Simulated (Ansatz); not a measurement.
Zinc-blende AlSb was calculated with PBE (Ansatz, a program for electronic structure, plane waves, PAW).

Run with plane-wave cutoff 520 eV, 10×10×10 k mesh, Fermi–Dirac smearing 0.01 eV, scalar-relativistic PAW data made under PBE.

The volume scan:

```csv
V (Å³/atom),E − E_lowest (meV/atom)
28.344,18.70
28.947,8.00
29.550,1.93
30.153,0.00
30.756,1.79
31.359,6.91
31.962,15.01
```

Estimate the bulk modulus and its pressure derivative from these points.

V0 = 30.153 Å³/atom, B0 = 49.3 GPa, B′ = 4.5 (fit to the energies at full precision).

Measured, for comparison: bulk modulus 58.2 GPa (temperature not stated, no zero-point or thermal correction; as tabulated in Toher et al. (2017), arXiv:1611.05714); equilibrium volume per atom 28.77 Å³/atom (low temperature, thermal expansion removed or low-temperature value; zero-point expansion not removed; as tabulated in Zhang et al. (2018), doi:10.1088/1367-2630/aac7f0). Computed (rounded) less measured: bulk modulus -15 %, equilibrium volume per atom +4.8 %.

Spin–orbit coupling is not included.

Computed values are for the static lattice.

Cost on a shared machine: roughly 40 core-seconds.
